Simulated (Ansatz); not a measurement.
Input, command and steps of an Ansatz relaxation.

```yaml
crystal:
  lattice:
    - [0.0, 2.6999659017, 2.6999659017]
    - [2.6999659017, 0.0, 2.6999659017]
    - [2.6999659017, 2.6999659017, 0.0]
  atoms:
    - { symbol: Zn, position: [0.0, 0.0, 0.0] }
    - { symbol: S, position: [0.25, 0.25, 0.25] }
basis:
  ecutwfc: 500
kpoints:
  mp_grid: { grid: [8, 8, 8] }
hamiltonian:
  xc: r2scan
scf:
  occupations: { method: gaussian, width: 0.02 }
output:
  forces: true
  stress: true
  eigenvalues: true
relax:
  adjacent_minimum: "off"
  f_tol: 0.01
  max_steps: 60
  cell: { stress_tol: 0.1 }
```

```bash
ansatz run input.yaml --threads 1 --pin off --max-ram 2560MiB --backend cpu --events-out ev --progress --plain --runs-dir out
```

Level of theory: DFT r2SCAN, scalar-relativistic, plane waves, PAW in Ansatz.

Of 4 frames 3 are shown, positions in Å and forces in eV/Å; the SCF threshold varies from step to step. Steps run on the plane waves of an earlier cell, with a Pulay correction in the pressure. The basis is chosen afresh for the last frame, the zero of the energies, and at times for earlier ones too; energy and pressure step there, also at an unchanged geometry.

```xyz
2
Lattice="0.0000 2.7000 2.7000 2.7000 0.0000 2.7000 2.7000 2.7000 0.0000" Properties=species:S:1:pos:R:3:forces:R:3 pbc="T T T" step=1 free_energy_over_end_meV_per_atom=0.16 pressure_GPa=-0.47
Zn    0.0000    0.0000    0.0000    0.0000    0.0000    0.0000
S     1.3500    1.3500    1.3500    0.0000    0.0000    0.0000
2
Lattice="0.0000 2.6967 2.6967 2.6967 0.0000 2.6967 2.6967 2.6967 0.0000" Properties=species:S:1:pos:R:3:forces:R:3 pbc="T T T" step=2 free_energy_over_end_meV_per_atom=0.00 pressure_GPa=-0.19
Zn    0.0000    0.0000    0.0000    0.0000    0.0000    0.0000
S     1.3484    1.3484    1.3484    0.0000    0.0000    0.0000
2
Lattice="0.0000 2.6945 2.6945 2.6945 0.0000 2.6945 2.6945 2.6945 0.0000" Properties=species:S:1:pos:R:3:forces:R:3 pbc="T T T" step=4 free_energy_over_end_meV_per_atom=0.00 pressure_GPa=0.00
Zn    0.0000    0.0000    0.0000    0.0000    0.0000    0.0000
S     1.3473    1.3473    1.3473    0.0000    0.0000    0.0000
```

Time: 37 s on 1 thread of Intel(R) Xeon(R) Processor @ 2.50GHz (Skylake/Cascade Lake), on a shared host, peak memory 0.46 GiB.